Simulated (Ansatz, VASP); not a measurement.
## Two plane-wave programs on InP

File INCAR:

```
  PREC = Accurate
  ENCUT = 520
  EDIFF = 1E-7
  ISMEAR = 0
  SIGMA = 0.01
  LREAL = F
  LASPH = T
  NELM = 80
  ALGO = Normal
  ISIF = 2
  LWAVE = F
  LCHARG = F
  GGA = PE
  IBRION = 2
  NSW = 80
  EDIFFG = -0.002
```

The input KPOINTS:

```
Automatic mesh
0
Gamma
  8 8 8
```

The input POSCAR:

```
InP
1.0
    0.0000000000      2.9305000000      2.9305000000
    2.9305000000      0.0000000000      2.9305000000
    2.9305000000      2.9305000000      0.0000000000
In P
1 1
Direct
    0.0000000000      0.0000000000      0.0000000000
    0.2500000000      0.2500000000      0.2500000000
```

Input for Ansatz:

```yaml
crystal:
  lattice:
    - [0.0, 2.9305, 2.9305]
    - [2.9305, 0.0, 2.9305]
    - [2.9305, 2.9305, 0.0]
  atoms:
    - { symbol: In, position: [0.0, 0.0, 0.0] }
    - { symbol: P, position: [0.25, 0.25, 0.25] }
scf:
  occupations: { method: fixed }
output:
  forces: true
  stress: true
  eigenvalues: true
kpoints:
  mp_grid: { grid: [8, 8, 8] }
hamiltonian:
  xc: pbe
relax:
  f_tol: 0.002
  max_steps: 60
```

Alike in both runs: task relaxation of the atoms; functional PBE; k mesh 8 × 8 × 8; no spin polarisation.

|  | VASP | Ansatz |
| --- | --- | --- |
| version | VASP 6.6.1 | Ansatz 0.2.0 |
| potentials or method | VASP PAW PBE potentials, release 64 (In_d, P) | scalar-relativistic, plane waves, PAW |
| plane-wave cutoff (eV) | 520 | 420 |
| occupations | gaussian, width 0.01 eV | fixed |
| valence electrons in the cell | 18 | 18 |

|  | VASP | Ansatz | Ansatz less VASP |
| --- | --- | --- | --- |
| gap on the k mesh at the Fermi level, each at its own relaxed structure (eV) | 0.71 | 0.72 | +0.003 |

Ansatz warned: «stress_scf_threshold_loose».

Caveats: the relaxation stopped at its first step, so nothing moved; spin-orbit coupling is left out, which moves the levels of the heavy elements.
